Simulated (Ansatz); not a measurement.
**TaN: Field gradients at the nuclei**

The cell is a COD entry, whose atoms a relaxation with PBE at fixed cell left in place.

```cif
data_TaN
_symmetry_space_group_name_H-M 'P6/mmm'
_symmetry_Int_Tables_number 191
_cell_length_a 5.1850
_cell_length_b 5.1850
_cell_length_c 2.9080
_cell_angle_alpha 90.000
_cell_angle_beta 90.000
_cell_angle_gamma 120.000
loop_
_atom_site_label
_atom_site_type_symbol
_atom_site_symmetry_multiplicity
_atom_site_Wyckoff_symbol
_atom_site_fract_x
_atom_site_fract_y
_atom_site_fract_z
Ta1 Ta 1 a 0.0000 0.0000 0.0000
Ta2 Ta 2 d 0.3333 0.6667 0.5000
N N 3 f 0.5000 0.0000 0.0000
```

One atom of each set is listed.

Method: Kohn–Sham DFT in Ansatz, PBE, plane waves and PAW, scalar-relativistic, collinear spin, 420 eV cutoff, Γ-centred 10×10×16 k-points, Fermi–Dirac smearing 0.05 eV. Start moments as typed (μB): 2 on each Ta, none on the rest.

Conventions: |V_zz| ≥ |V_yy| ≥ |V_xx|, η = (V_xx − V_yy)/V_zz, C_Q = eQV_zz/h.

181Ta: I = 7/2, Q = 3170 mb; N-14: I = 1, Q = 20.44 mb. Nuclear quadrupole moments: year-2017 set (Pyykkö).

```json
{"site": "Ta1", "atoms": "1", "first shell": "6 N at 2.59 Å", "V_zz (10²¹ V/m²)": "-46.4", "η": "0.00", "C_Q (MHz)": "-3559"}
{"site": "Ta2", "atoms": "2", "first shell": "6 N at 2.09 Å", "V_zz (10²¹ V/m²)": "-38.2", "η": "0.00", "C_Q (MHz)": "-2926"}
{"site": "N", "atoms": "3", "first shell": "4 Ta at 2.09 Å; also 2 Ta at 2.59 Å", "V_zz (10²¹ V/m²)": "2.93", "η": "0.80", "C_Q (MHz)": "1.45"}
```

An axis of threefold or higher order runs through Ta1 and Ta2, so V_zz lies along it and η is zero.

At this cell the PBE pressure is 10 GPa, so with PBE the cell would grow if it were relaxed. The entry's cell may itself be off. With no gap above 0.1 eV, as in a metal, the gradients converge slowly in k; expect changes of a tenth or more on a denser mesh. Without spin–orbit coupling the gradients at and beside Ta can be off by some per cent, at some sites by more. With these PAW files V_zz is typically within 2 to 3 % of all-electron values, but misses above 10 % occur on Ta. The start moments die out, and the run ends without spin.
